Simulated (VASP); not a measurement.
# AlP (F-43m) in VASP: further runs

The runs below take AlP through single point, relaxation of cell and atoms, with PBEsol.

All numbers are computed with VASP 6.6.1; they aren't measurements. Logs are shortened: lines on timing, memory, paths and dates and some standing lists are left out, and cuts for length are marked.

**The experiment to reproduce.**

From a printed reference work, data compilation, for a bulk crystal of AlP at 4.2 K: band gap 2.505 eV (indirect).

How close the calculation comes is told below.

## (1) The cell of the first run

Symmetry: F-43m, No. 216, cubic system. Conventional cell: a = 5.514 Å, b = 5.514 Å, c = 5.514 Å, α = 90.00°, β = 90.00°, γ = 90.00°. Within 3.2 Å of Al (site symmetry -43m) lie 4 P at 2.39 Å. Within 3.2 Å of P (site symmetry -43m) lie 4 Al at 2.39 Å.

## (2) Single point, PBEsol

The input, INCAR:

```
ALGO = Normal ; EDIFF = 1E-6
ENCUT = 500 ; GGA = PS
GGA_COMPAT = F ; ISIF = 2
ISMEAR = 0 ; LASPH = T
LCHARG = F ; LREAL = F
LWAVE = F ; NBANDS = 11
NELM = 120 ; PREC = Accurate
SIGMA = 0.01
```

The input, KPOINTS:

```
k-points
0
Gamma
  8 8 8
```

The input, POSCAR:

```
AlP
1.0
    2.7570349701      2.7570349701      0.0000000000
   -2.7570349701      2.7570349701      0.0000000000
    0.0000000000      2.7570349701      2.7570349701
Al P
1 1
Direct
    0.0000000000      0.0000000000      0.0000000000
    0.7500000000      0.2500000000      0.5000000000
```

Potentials or basis: VASP PAW PBE potentials, release 64 (Al, P).

On the command line:

```
$ cat potpaw_PBE.64/Al/POTCAR potpaw_PBE.64/P/POTCAR > POTCAR
$ mpirun -np 1 vasp_std > vasp.out
```

OUTCAR:

```text
EDIFF = 1E-6
   ENCUT = 500
   GGA = PS
   ISIF = 2
   ISMEAR = 0
   LASPH = T
   LREAL = F
   NELM = 120
   PREC = Accurate

 ion  position               nearest neighbor table
   1  0.000  0.000  0.000-   2 2.39   2 2.39   2 2.39   2 2.39
   2  0.750  0.250  0.500-   1 2.39   1 2.39   1 2.39   1 2.39

  LATTYP: Found a face centered cubic cell.
 ALAT       =     5.5140699402

  Lattice vectors:

 A1 = (   0.0000000000,   2.7570349701,   2.7570349701)
 A2 = (   2.7570349701,   0.0000000000,   2.7570349701)
 A3 = (   2.7570349701,   2.7570349701,   0.0000000000)

Analysis of symmetry for initial positions (statically):
=====================================================================
 Subroutine PRICEL returns:
 Original cell was already a primitive cell.

 Routine SETGRP: Setting up the symmetry group for a
 face centered cubic supercell.

 Subroutine GETGRP returns: Found 24 space group operations
 (whereof 24 operations were pure point group operations)
 out of a pool of 48 trial point group operations.

The static configuration has the point symmetry T_d .

Analysis of symmetry for dynamics (positions and initial velocities):
=====================================================================
 Subroutine PRICEL returns:
 Original cell was already a primitive cell.

 Routine SETGRP: Setting up the symmetry group for a
 face centered cubic supercell.

 Subroutine GETGRP returns: Found 24 space group operations
 (whereof 24 operations were pure point group operations)
 out of a pool of 48 trial point group operations.

The dynamic configuration has the point symmetry T_d .

 Subroutine INISYM returns: Found 24 space group operations
 (whereof 24 operations are pure point group operations),
 and found     1 'primitive' translations

----------------------------------------------------------------------------------------

                                     Primitive cell

  volume of cell :      41.9138

  direct lattice vectors                    reciprocal lattice vectors
     2.757034970  2.757034970  0.000000000     0.181354247  0.181354247 -0.181354247
    -2.757034970  2.757034970  0.000000000    -0.181354247  0.181354247 -0.181354247
     0.000000000  2.757034970  2.757034970     0.000000000  0.000000000  0.362708493

  length of vectors
     3.899036247  3.899036247  3.899036247     0.314114769  0.314114769  0.362708493

  position of ions in fractional coordinates (direct lattice)
     0.000000000  0.000000000  0.000000000
     0.750000000  0.250000000  0.500000000

  ion indices of the primitive-cell ions
   primitive index   ion index
                 1           1
                 2           2

----------------------------------------------------------------------------------------

 KPOINTS: k-points

Automatic generation of k-mesh.
 Grid dimensions read from file:
 generate k-points for:    8    8    8

 Generating k-lattice:

  Cartesian coordinates                     Fractional coordinates (reciprocal lattice)
     0.022669281  0.022669281 -0.022669281     0.125000000  0.000000000  0.000000000
    -0.022669281  0.022669281 -0.022669281     0.000000000  0.125000000  0.000000000
     0.000000000  0.000000000  0.045338562     0.000000000  0.000000000  0.125000000

  Length of vectors
     0.039264346  0.039264346  0.045338562

  Shift w.r.t. Gamma in fractional coordinates (k-lattice)
     0.000000000  0.000000000  0.000000000

 Subroutine IBZKPT returns following result:
 ===========================================

 Found     29 irreducible k-points:

 Following reciprocal coordinates:
            Coordinates               Weight
  0.000000  0.000000  0.000000      1.000000
  0.125000  0.000000  0.000000      8.000000
  0.250000  0.000000  0.000000      8.000000
  0.375000  0.000000  0.000000      8.000000
  0.500000  0.000000  0.000000      4.000000
  0.125000  0.125000  0.000000     12.000000
[... 16 lines left out ...]
  0.375000  0.250000  0.125000     48.000000
  0.500000  0.250000  0.125000     24.000000
 [... further k-points ...]
   k-points           NKPTS =     29   k-points in BZ     NKDIM =     29   number of bands    NBANDS=     11
   number of dos      NEDOS =    301   number of ions     NIONS =      2
   total plane-waves  NPLWV =  21952
   dimension x,y,z NGX =    28 NGY =   28 NGZ =   28
   dimension x,y,z NGXF=    56 NGYF=   56 NGZF=   56
   ions per type =               1   1
   NGX,Y,Z   is equivalent  to a cutoff of  11.94, 11.94, 11.94 a.u.
   NGXF,Y,Z  is equivalent  to a cutoff of  23.88, 23.88, 23.88 a.u.
 SYSTEM =  unknown system
   PREC   = accura    normal or accurate (medium, high low for compatibility)
   ISTART =      0    job   : 0-new  1-cont  2-samecut
   ICHARG =      2    charge: 1-file 2-atom 10-const
   ISPIN  =      1    spin polarized calculation?
   LNONCOLLINEAR =      F non collinear calculations
   LSORBIT =      F    spin-orbit coupling
   LASPH  =      T    aspherical Exc in radial PAW
   ENCUT  =  500.0 eV  36.75 Ry    6.06 a.u.   7.11  7.11  7.11*2*pi/ulx,y,z
   NELM   =    120;   NELMIN=  2; NELMDL= -5     # of ELM steps
   EDIFF  = 0.1E-05   stopping-criterion for ELM
   LREAL  =      F    real-space projection
   EDIFFG = 0.1E-04   stopping-criterion for IOM
   NSW    =      0    number of steps for IOM
   IBRION =     -1    ionic relax: 0-MD 1-quasi-New 2-CG
   NFREE  =      0    steps in history (QN), initial steepest desc. (CG)
   ISIF   =      2    stress and relaxation
   ISYM   =      2    0-nonsym 1-usesym 2-fastsym
   POTIM  = 0.5000    time-step for ionic-motion
   TEBEG  =    0.0;   TEEND  =   0.0 temperature during run
   PSTRESS=    0.0 pullay stress
   NELECT =       8.0000    total number of electrons
   NUPDOWN=      -1.0000    fix difference up-down
   EMIN   =  10.00;   EMAX   =-10.00  energy-range for DOS
   EFERMI =   0.00;   METHOD = LEGACY
   ISMEAR =     0;   SIGMA  =   0.01  broadening in eV -4-tet -1-fermi 0-gaus
   EFERMI_NEDOS =   21; number of points for ismear=-14 and -15
   IALGO  =     38    algorithm
   IMIX   =      4    mixing-type and parameters
     AMIX     =   0.40;   BMIX     =  1.00
     AMIX_MAG =   1.60;   BMIX_MAG =  1.00
  volume/ion in A,a.u.               =      20.96       141.42
  Fermi-wavevector in a.u.,A,eV,Ry     =   0.942582  1.781222 12.088248  0.888461
  Thomas-Fermi vector in A             =   2.070206
   LORBIT       =      0    0 simple, 1 ext, 2 COOP (PROOUT), +10 PAW based schemes
   GGA     = PS    functional components
   LHFCALC =     F    Hartree Fock is set to
   AEXX    =    0.0000 exact exchange contribution
   IVDW    =     0    specifies the selected vdW correction
   LEPSILON=     F    determine dielectric tensor
   LRPA    =     F    only Hartree local field effects (RPA)
 non-spin polarized calculation
 Gauss-broadening in eV      SIGMA  =   0.01
  energy-cutoff  :      500.00
  volume of cell :       41.91
 maximum number of plane-waves:      1090
   NGX = 15   NGY = 15   NGZ = 15

 number of electron       8.0000001 magnetization

 Free energy of the ion-electron system (eV)
  ---------------------------------------------------
  ext. energy  EPLUGINS =         0.00000000
  ---------------------------------------------------
  free energy    TOTEN  =       -10.98931084 eV

  energy without entropy =      -10.98931084  energy(sigma->0) =      -10.98931084

 E-fermi :   4.3399     XC(G=0):  -9.2520

 val. band max:        4.2679975108   @ k =   0.0000   0.0000   0.0000
 cond. band min:       5.7629127618   @ k =   0.5000   0.5000   0.0000
 fundamental gap:      1.4949152510
 Fermi energy:         4.3399112988

 k-point     1 :       0.0000    0.0000    0.0000
  band No.  band energies     occupation
      1      -7.0916      2.00000
      2       4.2680      2.00000
      3       4.2680      2.00000
      4       4.2680      2.00000
      5       7.2243      0.00000
      6       8.7388      0.00000
      7       8.7388      0.00000
      8       8.7388      0.00000
      9      13.0354      0.00000
     10      13.0354      0.00000
     11      14.1577      0.00000

 k-point     2 :       0.1250    0.0000    0.0000
  band No.  band energies     occupation
      1      -6.9239      2.00000
      2       3.0347      2.00000
      3       4.1224      2.00000
      4       4.1224      2.00000
      5       7.7230      0.00000
      6       9.0160      0.00000
      7       9.0160      0.00000
      8       9.1781      0.00000
      9      12.5341      0.00000
     10      12.5341      0.00000
     11      14.8161      0.00000

 k-point     3 :       0.2500    0.0000    0.0000
  band No.  band energies     occupation
      1      -6.4524      2.00000
      2       1.1136      2.00000
      3       3.8331      2.00000
      4       3.8331      2.00000
      5       7.3961      0.00000
      6       9.3204      0.00000
      7       9.3204      0.00000
      8      10.9242      0.00000
      9      12.4949      0.00000
     10      12.4949      0.00000
     11      14.3269      0.00000

 k-point     4 :       0.3750    0.0000    0.0000
  band No.  band energies     occupation
      1      -5.8211      2.00000
      2      -0.4910      2.00000
      3       3.6016      2.00000
      4       3.6016      2.00000
      5       7.0258      0.00000
      6       9.1445      0.00000
      7       9.1445      0.00000
      8      12.1532      0.00000
      9      13.8525      0.00000
     10      13.8525      0.00000
     11      14.5544      0.00000

 k-point     5 :       0.5000    0.0000    0.0000
  band No.  band energies     occupation
      1      -5.4657      2.00000
      2      -1.1827      2.00000
      3       3.5176      2.00000
      4       3.5176      2.00000
      5       6.8911      0.00000
      6       9.0071      0.00000
      7       9.0071      0.00000
      8      12.2665      0.00000
      9      15.6867      0.00000
     10      15.6867      0.00000
     11      15.7051      0.00000
[... 211 lines left out ...]
 k-point    21 :       0.5000    0.5000    0.0000
  band No.  band energies     occupation
      1      -4.8269      2.00000
      2      -0.9727      2.00000
      3       2.2041      2.00000
      4       2.2041      2.00000
      5       5.7629      0.00000
      6       6.6442      0.00000
      7      15.0104      0.00000
      8      15.0104      0.00000
      9      15.8912      0.00000
     10      16.2281      0.00000
     11      16.2281      0.00000

 k-point    22 :       0.2500    0.2500    0.1250
  band No.  band energies     occupation
      1      -6.0538      2.00000
      2       0.7863      2.00000
      3       2.4027      2.00000
      4       3.3681      2.00000
      5       8.0125      0.00000
      6       8.9134      0.00000
      7       9.5944      0.00000
      8      10.9310      0.00000
      9      12.4354      0.00000
     10      14.8578      0.00000
     11      16.8627      0.00000

 k-point    23 :       0.3750    0.2500    0.1250
  band No.  band energies     occupation
      1      -5.4770      2.00000
      2      -0.2937      2.00000
      3       1.8409      2.00000
      4       2.9929      2.00000
      5       8.1022      0.00000
      6       8.9230      0.00000
      7      10.1521      0.00000
      8      11.2250      0.00000
      9      13.5455      0.00000
     10      15.3523      0.00000
     11      16.8398      0.00000

 k-point    24 :       0.5000    0.2500    0.1250
  band No.  band energies     occupation
      1      -5.1633      2.00000
      2      -0.8342      2.00000
      3       1.7051      2.00000
      4       2.8099      2.00000
      5       8.0979      0.00000
      6       8.6647      0.00000
      7      11.0067      0.00000
      8      11.7951      0.00000
      9      13.0583      0.00000
     10      15.5005      0.00000
     11      16.7529      0.00000

 [... further k-points ...]

------------------------ aborting loop because EDIFF is reached ----------------------------------------

  FORCE on cell =-STRESS in cart. coord.  units (eV):
  Direction    XX          YY          ZZ          XY          YZ          ZX
  --------------------------------------------------------------------------------------
  -------------------------------------------------------------------------------------
  Total       -0.5071946     -0.5071946     -0.5071946     -0.0000000     -0.0000000      0.0000000
  in kB      -19.3877920    -19.3877920    -19.3877920     -0.0000000     -0.0000000      0.0000000
  external PRESSURE =     -19.3877920 kB  Pullay stress =       0.0000000 kB

 VOLUME and BASIS-vectors are now :
 -----------------------------------------------------------------------------
  energy-cutoff  :      500.00
  volume of cell :       41.91
      direct lattice vectors                 reciprocal lattice vectors
     2.757034970  2.757034970  0.000000000     0.181354247  0.181354247 -0.181354247
    -2.757034970  2.757034970  0.000000000    -0.181354247  0.181354247 -0.181354247
     0.000000000  2.757034970  2.757034970     0.000000000  0.000000000  0.362708493

 POSITION                                       TOTAL-FORCE (eV/Angst)
 -----------------------------------------------------------------------------------
      0.00000      0.00000      0.00000         0.000000     -0.000000      0.000000
      1.37852      4.13555      1.37852        -0.000000      0.000000      0.000000
 -----------------------------------------------------------------------------------
    total drift:                                0.000000      0.000000      0.000000

  FREE ENERGIE OF THE ION-ELECTRON SYSTEM (eV)
  ---------------------------------------------------
  free  energy   TOTEN  =       -10.9893108376 eV

  energy  without entropy=      -10.9893108376  energy(sigma->0) =      -10.98931084
```

Run time: 8.2 s. Hardware: 1 thread of Intel Xeon 6975P-C, shared host; peak memory 0.15 GiB.

Results:

| Quantity | Value |
| --- | --- |
| Free energy | -10.9893 eV |
| Pressure | -1.9 GPa |
| Band gap on the k mesh | 1.49 eV, indirect (least direct gap 2.96 eV) |

Levels at points of the mesh, in eV from the valence-band top:
```
           k point  band 1  band 2  band 3  band 4  band 5  band 6  band 7  band 8  band 9
(0.00, 0.00, 0.00)  -11.36    0.00    0.00    0.00    2.96    4.47    4.47    4.47    8.77
(0.50, 0.00, 0.00)   -9.73   -5.45   -0.75   -0.75    2.62    4.74    4.74    8.00   11.42
(0.50, 0.50, 0.00)   -9.09   -5.24   -2.06   -2.06    1.49    2.38   10.74   10.74   11.62
```

Caveat: the PAW data sets were made with another functional, which shifts forces and pressure a little. A k mesh can miss the band edges.

## (3) Single point, PBEsol

The input, INCAR:

```
SYSTEM = AlP
PREC = Accurate
ENCUT = 500
EDIFF = 1E-6
ISMEAR = 0
SIGMA = 0.01
LREAL = .False.
LASPH = .True.
NELM = 120
ALGO = Normal
ISIF = 2
LWAVE = .False.
LCHARG = .False.
GGA = PS
NBANDS = 11
GGA_COMPAT = .False.
```

The input, KPOINTS:

```
regular mesh
0
Gamma
  8 8 8
  0 0 0
```

POSCAR is that of step 2.

Potentials or basis: VASP PAW PBE potentials, release 64 (Al, P).

On the command line:

```
$ cat potpaw_PBE.64/Al/POTCAR potpaw_PBE.64/P/POTCAR > POTCAR
$ mpirun -np 1 vasp_std > vasp.out
```

OUTCAR:

```text
SYSTEM = AlP
   PREC = Accurate
   ENCUT = 500
   EDIFF = 1E-6
   ISMEAR = 0
   LREAL = .False.
   LASPH = .True.
   NELM = 120
   ISIF = 2
   GGA = PS

 ion  position               nearest neighbor table
   1  0.000  0.000  0.000-   2 2.39   2 2.39   2 2.39   2 2.39
   2  0.750  0.250  0.500-   1 2.39   1 2.39   1 2.39   1 2.39

  LATTYP: Found a face centered cubic cell.
 ALAT       =     5.5140699402

  Lattice vectors:

 A1 = (   0.0000000000,   2.7570349701,   2.7570349701)
[... 521 lines left out ...]

------------------------ aborting loop because EDIFF is reached ----------------------------------------

  FORCE on cell =-STRESS in cart. coord.  units (eV):
  Direction    XX          YY          ZZ          XY          YZ          ZX
  --------------------------------------------------------------------------------------
  -------------------------------------------------------------------------------------
  Total       -0.5071946     -0.5071946     -0.5071946     -0.0000000     -0.0000000      0.0000000
  in kB      -19.3877920    -19.3877920    -19.3877920     -0.0000000     -0.0000000      0.0000000
  external PRESSURE =     -19.3877920 kB  Pullay stress =       0.0000000 kB

 VOLUME and BASIS-vectors are now :
 -----------------------------------------------------------------------------
  energy-cutoff  :      500.00
  volume of cell :       41.91
      direct lattice vectors                 reciprocal lattice vectors
     2.757034970  2.757034970  0.000000000     0.181354247  0.181354247 -0.181354247
    -2.757034970  2.757034970  0.000000000    -0.181354247  0.181354247 -0.181354247
     0.000000000  2.757034970  2.757034970     0.000000000  0.000000000  0.362708493

 POSITION                                       TOTAL-FORCE (eV/Angst)
 -----------------------------------------------------------------------------------
      0.00000      0.00000      0.00000         0.000000     -0.000000      0.000000
      1.37852      4.13555      1.37852        -0.000000      0.000000      0.000000
 -----------------------------------------------------------------------------------
    total drift:                                0.000000      0.000000      0.000000

  FREE ENERGIE OF THE ION-ELECTRON SYSTEM (eV)
  ---------------------------------------------------
  free  energy   TOTEN  =       -10.9893108376 eV

  energy  without entropy=      -10.9893108376  energy(sigma->0) =      -10.98931084
```

OSZICAR:

```text
N       E                     dE             d eps       ncg     rms          rms(c)
DAV:   1     0.116286243707E+02    0.11629E+02   -0.29334E+03   638   0.531E+02
DAV:   2    -0.103639779221E+02   -0.21993E+02   -0.20299E+02   801   0.883E+01
DAV:   3    -0.113375467474E+02   -0.97357E+00   -0.97181E+00   820   0.182E+01
DAV:   4    -0.113463496471E+02   -0.88029E-02   -0.88018E-02   797   0.212E+00
DAV:   5    -0.113464908508E+02   -0.14120E-03   -0.14120E-03   794   0.258E-01    0.425E+00
DAV:   6    -0.110422572667E+02    0.30423E+00   -0.58216E-01   724   0.278E+00    0.261E+00
DAV:   7    -0.109919157720E+02    0.50341E-01   -0.19796E-01   771   0.176E+00    0.125E+00
DAV:   8    -0.109893499281E+02    0.25658E-02   -0.13621E-02   723   0.550E-01    0.176E-01
DAV:   9    -0.109892502162E+02    0.99712E-04   -0.81810E-04   751   0.149E-01    0.709E-02
DAV:  10    -0.109893046627E+02   -0.54447E-04   -0.74389E-05   716   0.446E-02    0.131E-02
DAV:  11    -0.109893104804E+02   -0.58177E-05   -0.91319E-06   774   0.163E-02    0.779E-03
DAV:  12    -0.109893108376E+02   -0.35725E-06   -0.81743E-07   535   0.469E-03
   1 F= -.10989311E+02 E0= -.10989311E+02  d E =-.114615E-26
```

Wall time 8.8 s (1 thread of Intel Xeon 6975P-C, shared host); peak memory 0.15 GiB.

Results:

* Free energy: -10.9893 eV
* Pressure: -1.9 GPa
* Band gap on the k mesh: 1.49 eV, indirect (least direct gap 2.96 eV)

Levels at points of the mesh, in eV from the valence-band top:
| k point | band 1 | band 2 | band 3 | band 4 | band 5 | band 6 | band 7 | band 8 |
| --- | --- | --- | --- | --- | --- | --- | --- | --- |
| (0.00, 0.00, 0.00) | -11.36 | 0.00 | 0.00 | 0.00 | 2.96 | 4.47 | 4.47 | 4.47 |
| (0.50, 0.00, 0.00) | -9.73 | -5.45 | -0.75 | -0.75 | 2.62 | 4.74 | 4.74 | 8.00 |
| (0.50, 0.50, 0.00) | -9.09 | -5.24 | -2.06 | -2.06 | 1.49 | 2.38 | 10.74 | 10.74 |

Caveat: the PAW data sets were made with another functional, which shifts forces and pressure a little.

[end of part 1 of 2]
